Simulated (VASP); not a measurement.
The system is CdTe.

```
Cd Te
1.0
     0.00000    3.24780    3.24780
     3.24780    0.00000    3.24780
     3.24780    3.24780    0.00000
Cd Te
1 1
Cartesian
  0.0000 0.0000 0.0000
  1.6239 1.6239 1.6239
```

Program: VASP 6.6.1. Alike in all runs: task band structure; cell as given; cutoff (eV) 520; smearing gaussian 0.03 eV. Hardware: 1 thread of Intel(R) Xeon(R) Platinum 8488C (Sapphire Rapids), on a shared host.

Question: Order these runs on this cell by their wall time, lowest first.
A. level LDA; potentials or basis VASP PAW LDA potentials, release 64 (Cd, Te); spin off; k mesh 8 × 8 × 8
B. level TB-mBJ; potentials or basis VASP PAW PBE potentials, release 64 (Cd, Te); spin SOC, no magnetisation; k mesh 6 × 6 × 6
C. level r2SCAN; potentials or basis VASP PAW PBE potentials, release 64 (Cd, Te); spin off; k mesh 8 × 8 × 8

Answer: A (150 s), C (440 s), B (1600 s).

Runs at the PBE level aren't shown here.
